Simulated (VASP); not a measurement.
# Y (P6_3/mmc) in VASP: further runs

The runs below take Y through relaxation of cell and atoms, with PBE, PBE+D3(BJ), PBEsol.

All numbers are computed with VASP 6.6.1; they aren't measurements. Logs are shortened: lines on timing, memory, paths and dates and some standing lists are left out, and cuts for length are marked.

**1. The crystal as given**

The structure is hexagonal, space group P6_3/mmc (No. 194). Conventional cell: a = 3.643 Å, b = 3.643 Å, c = 5.879 Å, α = 90.00°, β = 90.00°, γ = 120.00°. Y (site symmetry -6m2) has 12 Y at 3.61 to 3.64 Å as nearest neighbours.

**2. Relaxation of cell and atoms, PBE**

The input, INCAR:

```
SYSTEM = Y
ALGO = Fast
EDIFF = 1E-7
EDIFFG = -0.005
ENCUT = 600
GGA = PE
IBRION = 2
ISIF = 3
ISMEAR = 0
LASPH = .TRUE.
LCHARG = .FALSE.
LREAL = .FALSE.
LWAVE = .FALSE.
NELM = 60
NSW = 90
PREC = Accurate
SIGMA = 0.1
```

The input, KPOINTS:

```
k-points
0
G
  15 15 8
  0 0 0
```

The input, POSCAR:

```
Y
1.0
    3.6425693900      0.0000000000      0.0000000000
   -1.8212847000      3.1545576300      0.0000000000
    0.0000000000      0.0000000000      5.8791583500
Y
2
Direct
    0.3333333300      0.6666666700      0.2500000000
    0.6666666700      0.3333333300      0.7500000000
```

Potentials or basis: VASP PAW PBE potentials, release 64 (Y_sv).

Started as:

```console
> cat potpaw_PBE.64/Y_sv/POTCAR > POTCAR
> mpirun -np 1 vasp_std > vasp.out
```

OUTCAR:

```text
SYSTEM = Y
   EDIFF = 1E-7
   EDIFFG = -0.005
   ENCUT = 600
   GGA = PE
   IBRION = 2
   ISIF = 3
   ISMEAR = 0
   LASPH = .TRUE.
   LREAL = .FALSE.
   NELM = 60
   NSW = 90
   PREC = Accurate

 ion  position               nearest neighbor table
   1  0.333  0.667  0.250-   2 3.61   2 3.61   2 3.61   2 3.61   2 3.61   2 3.61
   2  0.667  0.333  0.750-   1 3.61   1 3.61   1 3.61   1 3.61   1 3.61   1 3.61

  LATTYP: Found a hexagonal cell.
 ALAT       =     3.6425693900
 C/A-ratio  =     1.6140140984

  Lattice vectors:

 A1 = (   3.6425693900,   0.0000000000,   0.0000000000)
 A2 = (  -1.8212847000,   3.1545576300,   0.0000000000)
 A3 = (   0.0000000000,   0.0000000000,   5.8791583500)

Analysis of symmetry for initial positions (statically):
=====================================================================
 Subroutine PRICEL returns:
 Original cell was already a primitive cell.

 Routine SETGRP: Setting up the symmetry group for a
 hexagonal supercell.

 Subroutine GETGRP returns: Found 24 space group operations
 (whereof 12 operations were pure point group operations)
 out of a pool of 24 trial point group operations.

The static configuration has the point symmetry D_3d.
 The point group associated with its full space group is D_6h.

Analysis of symmetry for dynamics (positions and initial velocities):
=====================================================================
 Subroutine PRICEL returns:
 Original cell was already a primitive cell.

 Routine SETGRP: Setting up the symmetry group for a
 hexagonal supercell.

 Subroutine GETGRP returns: Found 24 space group operations
 (whereof 12 operations were pure point group operations)
 out of a pool of 24 trial point group operations.

The dynamic configuration has the point symmetry D_3d.
 The point group associated with its full space group is D_6h.

 Subroutine INISYM returns: Found 24 space group operations
 (whereof 12 operations are pure point group operations),
 and found     1 'primitive' translations

----------------------------------------------------------------------------------------

                                     Primitive cell

  volume of cell :      67.5556

  direct lattice vectors                    reciprocal lattice vectors
     3.642569390  0.000000000  0.000000000     0.274531489  0.158500830  0.000000000
    -1.821284700  3.154557630  0.000000000     0.000000000  0.317001658  0.000000000
     0.000000000  0.000000000  5.879158350     0.000000000  0.000000000  0.170092374

  length of vectors
     3.642569390  3.642569395  5.879158350     0.317001659  0.317001658  0.170092374

  position of ions in fractional coordinates (direct lattice)
     0.333333330  0.666666670  0.250000000
     0.666666670  0.333333330  0.750000000

  ion indices of the primitive-cell ions
   primitive index   ion index
                 1           1
                 2           2

----------------------------------------------------------------------------------------

 KPOINTS: k-points

Automatic generation of k-mesh.
 Grid dimensions read from file:
 generate k-points for:   15   15    8

 Generating k-lattice:

  Cartesian coordinates                     Fractional coordinates (reciprocal lattice)
     0.018302099  0.010566722  0.000000000     0.066666667 -0.000000000  0.000000000
     0.000000000  0.021133444  0.000000000     0.000000000  0.066666667  0.000000000
     0.000000000  0.000000000  0.021261547     0.000000000  0.000000000  0.125000000

  Length of vectors
     0.021133444  0.021133444  0.021261547

  Shift w.r.t. Gamma in fractional coordinates (k-lattice)
     0.000000000  0.000000000  0.000000000

 Subroutine IBZKPT returns following result:
 ===========================================

 Found    135 irreducible k-points:

 Following reciprocal coordinates:
            Coordinates               Weight
  0.000000  0.000000  0.000000      1.000000
  0.066667  0.000000  0.000000      6.000000
  0.133333  0.000000  0.000000      6.000000
  0.200000 -0.000000  0.000000      6.000000
  0.266667  0.000000  0.000000      6.000000
  0.333333  0.000000  0.000000      6.000000
[... 16 lines left out ...]
  0.333333  0.200000  0.000000     12.000000
  0.400000  0.200000  0.000000      6.000000
 [... further k-points ...]
   k-points           NKPTS =    135   k-points in BZ     NKDIM =    135   number of bands    NBANDS=     15
   number of dos      NEDOS =    301   number of ions     NIONS =      2
   total plane-waves  NPLWV =  43200
   dimension x,y,z NGX =    30 NGY =   30 NGZ =   48
   dimension x,y,z NGXF=    60 NGYF=   60 NGZF=   96
   ions per type =               2
   NGX,Y,Z   is equivalent  to a cutoff of  13.69, 13.69, 13.57 a.u.
   NGXF,Y,Z  is equivalent  to a cutoff of  27.38, 27.38, 27.15 a.u.
 SYSTEM =  Y
   PREC   = accura    normal or accurate (medium, high low for compatibility)
   ISTART =      0    job   : 0-new  1-cont  2-samecut
[... 60 lines left out ...]

------------------------ aborting loop because EDIFF is reached ----------------------------------------

  FORCE on cell =-STRESS in cart. coord.  units (eV):
  Direction    XX          YY          ZZ          XY          YZ          ZX
  --------------------------------------------------------------------------------------
  -------------------------------------------------------------------------------------
  Total       -0.1931764     -0.1931764     -1.0882660      0.0000000      0.0000000     -0.0000000
  in kB       -4.5814532     -4.5814532    -25.8097733      0.0000000      0.0000000     -0.0000000
  external PRESSURE =     -11.6575599 kB  Pullay stress =       0.0000000 kB

 VOLUME and BASIS-vectors are now :
 -----------------------------------------------------------------------------
  energy-cutoff  :      600.00
  volume of cell :       67.56
      direct lattice vectors                 reciprocal lattice vectors
     3.642569390  0.000000000  0.000000000     0.274531489  0.158500830  0.000000000
    -1.821284700  3.154557630  0.000000000     0.000000000  0.317001658  0.000000000
     0.000000000  0.000000000  5.879158350     0.000000000  0.000000000  0.170092374
[... 109 lines left out ...]
 POSITION                                       TOTAL-FORCE (eV/Angst)
 -----------------------------------------------------------------------------------
     -0.00000      2.10448      1.42027        -0.000000      0.000000      0.000000
      1.82253      1.05224      4.26080         0.000000     -0.000000      0.000000
 -----------------------------------------------------------------------------------
    total drift:                               -0.000004      0.000003     -0.000000

  FREE ENERGIE OF THE ION-ELECTRON SYSTEM (eV)
  ---------------------------------------------------
  free  energy   TOTEN  =       -12.8764134153 eV

  energy  without entropy=      -12.8580660509  energy(sigma->0) =      -12.86723973

--------------------------------------- Ionic step        5  -------------------------------------------

 number of electron      22.0000001 magnetization

 Free energy of the ion-electron system (eV)
  ---------------------------------------------------
  ext. energy  EPLUGINS =         0.00000000
  ---------------------------------------------------
  free energy    TOTEN  =       -12.87659991 eV

  energy without entropy =      -12.85841638  energy(sigma->0) =      -12.86750814

 E-fermi :   3.0070     XC(G=0):  -9.4373

 val. band max:        3.0046838307   @ k =   0.3333   0.2667   0.3750
 cond. band min:       3.0291350278   @ k =   0.2000   0.0667   0.0000
 fundamental gap:      0.0244511971
 Fermi energy:         3.0069962402

 k-point     1 :       0.0000    0.0000    0.0000
  band No.  band energies     occupation
      1     -39.6710      2.00000
      2     -39.5939      2.00000
      3     -19.9548      2.00000
      4     -19.4768      2.00000
      5     -19.4768      2.00000
      6     -19.3819      2.00000
      7     -19.3819      2.00000
      8     -19.3412      2.00000
      9      -1.6784      2.00000
     10       1.1667      2.00000
     11       3.9748      0.00000
     12       4.7481      0.00000
     13       4.7481      0.00000
     14       5.1383      0.00000
     15       5.3748      0.00000
[... 397 lines left out ...]
 k-point    24 :       0.4000    0.2000    0.0000
  band No.  band energies     occupation
      1     -39.6039      2.00000
      2     -39.5883      2.00000
      3     -19.8063      2.00000
      4     -19.7016      2.00000
      5     -19.6587      2.00000
      6     -19.6537      2.00000
      7     -19.5353      2.00000
      8     -19.5167      2.00000
      9       1.8183      2.00000
     10       2.2781      2.00000
     11       2.2896      2.00000
     12       2.6427      2.00000
     13       4.1492      0.00000
     14       4.2926      0.00000
     15       5.2466      0.00000

 [... further k-points ...]

------------------------ aborting loop because EDIFF is reached ----------------------------------------

  FORCE on cell =-STRESS in cart. coord.  units (eV):
  Direction    XX          YY          ZZ          XY          YZ          ZX
  --------------------------------------------------------------------------------------
  -------------------------------------------------------------------------------------
  Total        0.0053821      0.0053821     -0.0037511     -0.0000000     -0.0000000     -0.0000000
  in kB        0.1316299      0.1316299     -0.0917398     -0.0000000     -0.0000000     -0.0000000
  external PRESSURE =       0.0571734 kB  Pullay stress =       0.0000000 kB

 VOLUME and BASIS-vectors are now :
 -----------------------------------------------------------------------------
  energy-cutoff  :      600.00
  volume of cell :       65.51
      direct lattice vectors                 reciprocal lattice vectors
     3.652333167 -0.000000000  0.000000000     0.273797585  0.158077110  0.000000000
    -1.826166589  3.163013309 -0.000000000     0.000000000  0.316154218 -0.000000000
    -0.000000000  0.000000000  5.670690179    -0.000000000 -0.000000000  0.176345377

 POSITION                                       TOTAL-FORCE (eV/Angst)
 -----------------------------------------------------------------------------------
     -0.00000      2.10868      1.41767        -0.000000      0.000000      0.000000
      1.82617      1.05434      4.25302         0.000000     -0.000000      0.000000
 -----------------------------------------------------------------------------------
    total drift:                               -0.000004      0.000003     -0.000000

  FREE ENERGIE OF THE ION-ELECTRON SYSTEM (eV)
  ---------------------------------------------------
  free  energy   TOTEN  =       -12.8765999059 eV

  energy  without entropy=      -12.8584163820  energy(sigma->0) =      -12.86750814

 reached required accuracy - stopping structural energy minimisation
```

Wall time 8.6 min (1 thread of Intel Xeon 6975P-C (Granite Rapids), shared host); peak memory 0.35 GiB.

What came out:

| Quantity | Value |
| --- | --- |
| Free energy | -12.8766 eV |
| Relaxed volume | 32.75 Å³/atom |
| Relaxed cell | a = 3.652 Å, b = 3.652 Å, c = 5.671 Å, α = 90.00°, β = 90.00°, γ = 120.00° |
| Space group after relaxing (to 0.05 Å) | P6_3/mmc (No. 194) |
| Energy gained by relaxing | 9.8 meV/atom |
| Ionic steps | 5 |
| Pressure after relaxing | 0.0 GPa |
| Band gap on the k mesh | none (metal or under the smearing width) |

The path:
| step | energy change (eV) | largest force (eV/Å) | pressure (GPa) | volume (Å³) |
| --- | --- | --- | --- | --- |
| 1 | 0.0000 | 0.0000 | -1.17 | 67.56 |
| 2 | -0.0169 | 0.0000 | 0.22 | 65.17 |
| 3 | -0.0171 | 0.0000 | 0.32 | 64.96 |
| 4 | -0.0194 | 0.0000 | 0.09 | 65.37 |
| 5 | -0.0196 | 0.0000 | 0.01 | 65.51 |

Final structure:
```yaml
crystal:
  lattice:
    - [3.65233, 0.00000, 0.00000]
    - [-1.82617, 3.16301, 0.00000]
    - [0.00000, 0.00000, 5.67069]
  atoms:
    - { symbol: Y, position: [0.33333, 0.66667, 0.25000] }
    - { symbol: Y, position: [0.66667, 0.33333, 0.75000] }
```

**3. Relaxation of cell and atoms, PBE+D3(BJ)**

INCAR: that of step 2 with these lines changed.

```diff
@@ -9,2 +9,3 @@
 ISMEAR = 0
+IVDW = 12
 LASPH = .TRUE.
```

KPOINTS is that of step 2.

POSCAR is that of step 2.

Potentials or basis: VASP PAW PBE potentials, release 64 (Y_sv).

Started as:

```console
> cat potpaw_PBE.64/Y_sv/POTCAR > POTCAR
> mpirun -np 1 vasp_std > vasp.out
```

It took 12 min on 1 thread of Intel Xeon 6975P-C (Granite Rapids), shared host; peak memory 0.39 GiB.

It converged, with:

```yaml
Free_energy: -13.5630 eV
Relaxed_volume: 31.40 Å³/atom
Relaxed_cell: a = 3.602 Å, b = 3.602 Å, c = 5.589 Å, α = 90.00°, β = 90.00°, γ = 120.00°
Space_group_after_relaxing_to_0.05_Å: P6_3/mmc (No. 194)
Energy_gained_by_relaxing: 27.6 meV/atom
Ionic_steps: 9
Pressure_after_relaxing: 0.0 GPa
Band_gap_on_the_k_mesh: none (metal or under the smearing width)
Dispersion_energy_per_atom: -0.351 eV
```

The path:
| step | energy change (eV) | largest force (eV/Å) | pressure (GPa) | volume (Å³) |
| --- | --- | --- | --- | --- |
| 1 | 0.0000 | 0.0000 | -2.75 | 67.56 |
| 2 | -0.0518 | 0.0000 | 0.49 | 62.04 |
| 3 | -0.0522 | 0.0000 | 0.20 | 62.47 |
| 4 | -0.0547 | 0.0000 | 0.10 | 62.64 |
| 5 | -0.0552 | 0.0000 | 0.03 | 62.75 |
| 6 | -0.0552 | 0.0000 | 0.03 | 62.76 |
| 7 | -0.0552 | 0.0000 | -0.02 | 62.82 |
| 8 | -0.0552 | 0.0000 | 0.01 | 62.80 |
| 9 | -0.0552 | 0.0000 | -0.01 | 62.81 |

Final structure:
```xyz
2
Lattice="3.6022 0.0000 0.0000 -1.8011 3.1196 0.0000 0.0000 0.0000 5.5891" Properties=species:S:1:pos:R:3 pbc="T T T"
Y     0.0000    2.0798    1.3973
Y     1.8011    1.0399    4.1919
```

Levels at points of the mesh, in eV from the Fermi level:
| k point | band 9 | band 10 | band 11 | band 12 | band 13 | band 14 |
| --- | --- | --- | --- | --- | --- | --- |
| (0.00, 0.00, 0.00) | -4.75 | -1.91 | 1.11 | 1.78 | 1.78 | 2.19 |
| (0.00, 0.00, 0.50) | -3.24 | -3.24 | 1.02 | 1.02 | 1.68 | 1.68 |

Caveat: pairwise dispersion overbinds metals, which lowers pressure and volume.

**4. Relaxation of cell and atoms, PBEsol**

INCAR: that of step 3 with these lines changed.

```diff
@@ -4,4 +4,4 @@
 EDIFFG = -0.005
-ENCUT = 600
-GGA = PE
+ENCUT = 300
+GGA = PS
 IBRION = 2
@@ -9,3 +9,2 @@
 ISMEAR = 0
-IVDW = 12
 LASPH = .TRUE.
```

KPOINTS is that of step 3.

POSCAR is that of step 3.

Started as:

```console
> cat potpaw_PBE.64/Y_sv/POTCAR > POTCAR
> mpirun -np 1 vasp_std > vasp.out
```

Wall time 4.4 min (1 thread of Intel Xeon 6975P-C (Granite Rapids), shared host); peak memory 0.22 GiB.

Results (log left out):

* Free energy: -13.6493 eV
* Relaxed volume: 31.11 Å³/atom
* Relaxed cell: a = 3.590 Å, b = 3.590 Å, c = 5.575 Å, α = 90.00°, β = 90.00°, γ = 120.00°
* Space group after relaxing (to 0.05 Å): P6_3/mmc (No. 194)
* Energy gained by relaxing: 33.7 meV/atom
* Ionic steps: 9
* Pressure after relaxing: 0.0 GPa
* Band gap on the k mesh: none (metal or under the smearing width)

The path:
| step | energy change (eV) | largest force (eV/Å) | pressure (GPa) | volume (Å³) |
| --- | --- | --- | --- | --- |
| 1 | 0.0000 | 0.0000 | -3.14 | 67.56 |
| 2 | -0.0633 | 0.0000 | 0.66 | 61.27 |
| 3 | -0.0644 | 0.0000 | 0.18 | 61.93 |
| 4 | -0.0668 | 0.0000 | 0.10 | 62.08 |
| 5 | -0.0674 | 0.0000 | 0.03 | 62.19 |
| 6 | -0.0674 | 0.0000 | 0.04 | 62.19 |
| 7 | -0.0674 | 0.0000 | 0.04 | 62.18 |
| 8 | -0.0674 | 0.0000 | -0.01 | 62.26 |
| 9 | -0.0674 | 0.0000 | 0.00 | 62.23 |

Final structure:
```xyz
2
Lattice="3.5902 0.0000 0.0000 -1.7951 3.1092 0.0000 0.0000 0.0000 5.5747" Properties=species:S:1:pos:R:3 pbc="T T T"
Y     0.0000    2.0728    1.3937
Y     1.7951    1.0364    4.1810
```

Levels at points of the mesh, in eV from the Fermi level:
| k point | band 7 | band 8 | band 9 | band 10 | band 11 | band 12 | band 13 | band 14 | band 15 |
| --- | --- | --- | --- | --- | --- | --- | --- | --- | --- |
| (0.00, 0.00, 0.00) | -22.15 | -22.11 | -4.78 | -1.94 | 1.15 | 1.77 | 1.77 | 2.19 | 2.44 |
| (0.00, 0.00, 0.50) | -22.21 | -22.21 | -3.25 | -3.25 | 1.02 | 1.02 | 1.67 | 1.67 | 1.67 |

Caveat: the PAW data sets were made with another functional, which shifts forces and pressure a little.

**5. Relaxation of cell and atoms, PBEsol**

INCAR: that of step 4 with these lines changed.

```diff
@@ -4,3 +4,3 @@
 EDIFFG = -0.005
-ENCUT = 300
+ENCUT = 600
 GGA = PS
```

The input, KPOINTS:

```
k-points
0
G
  6 6 4
  0 0 0
```

POSCAR is that of step 4.

Started as:

```console
> cat potpaw_PBE.64/Y_sv/POTCAR > POTCAR
> mpirun -np 1 vasp_std > vasp.out
```

Run time: 2.7 min. Hardware: 1 thread of Intel Xeon 6975P-C (Granite Rapids), shared host; peak memory 0.24 GiB.

It converged, with:

| Item | Value |
| --- | --- |
| Free energy | -13.6607 eV |
| Relaxed volume | 31.37 Å³/atom |
| Relaxed cell | a = 3.606 Å, b = 3.606 Å, c = 5.571 Å, α = 90.00°, β = 90.00°, γ = 120.00° |
| Space group after relaxing (to 0.05 Å) | P6_3/mmc (No. 194) |
| Energy gained by relaxing | 31.2 meV/atom |
| Ionic steps | 8 |
| Pressure after relaxing | 0.0 GPa |
| Band gap on the k mesh | none (metal or under the smearing width) |

Step by step:
```csv
step,energy change (eV),largest force (eV/Å),pressure (GPa),volume (Å³)
1,0.0000,0.0000,-2.90,67.56
2,-0.0579,0.0000,0.65,61.73
3,-0.0587,0.0000,0.25,62.31
4,-0.0617,0.0000,0.13,62.53
5,-0.0623,0.0000,0.02,62.70
6,-0.0623,0.0000,0.03,62.69
7,-0.0623,0.0000,0.04,62.68
8,-0.0623,0.0000,-0.01,62.75
```

Final structure:
```xyz
2
Lattice="3.6064 0.0000 0.0000 -1.8032 3.1233 0.0000 0.0000 0.0000 5.5708" Properties=species:S:1:pos:R:3 pbc="T T T"
Y     0.0000    2.0822    1.3927
Y     1.8032    1.0411    4.1781
```

Levels at points of the mesh, in eV from the Fermi level:
```csv
k point,band 8,band 9,band 10,band 11,band 12,band 13,band 14,band 15
"(0.00, 0.00, 0.00)",-22.19,-4.82,-1.97,1.11,1.70,1.70,2.16,2.37
"(0.50, 0.00, 0.00)",-22.30,-1.77,-1.33,-0.91,-0.11,1.36,1.49,2.17
"(0.00, 0.00, 0.50)",-22.30,-3.29,-3.29,0.98,0.98,1.59,1.59,1.59
"(0.50, 0.00, 0.50)",-22.36,-1.77,-1.77,0.04,0.04,1.46,1.46,2.77
```

Caveat: the PAW data sets were made with another functional, which shifts forces and pressure a little.

**6. Summary**

| level | k mesh | cutoff (eV) | gap on the mesh (eV) | pressure (GPa) | relaxed volume (Å³/atom) |
| --- | --- | --- | --- | --- | --- |
| PBE | 15 × 15 × 8 | 600 | none | 0.0 | 32.75 |
| PBE+D3(BJ) | 15 × 15 × 8 | 600 | none | 0.0 | 31.40 |
| PBEsol | 15 × 15 × 8 | 300 | none | 0.0 | 31.11 |
| PBEsol | 6 × 6 × 4 | 600 | none | 0.0 | 31.37 |

Alike in all rows: task relaxation of cell and atoms; potentials or basis VASP PAW PBE potentials, release 64 (Y_sv); no spin polarisation; cell relaxed; smearing gaussian 0.1 eV.

Caveats: the PAW data sets were made with another functional, which shifts forces and pressure a little (some runs); pairwise dispersion overbinds metals, which lowers pressure and volume (some runs).

Total energies depend on the potentials used, so only differences within one code and one set of settings carry meaning.
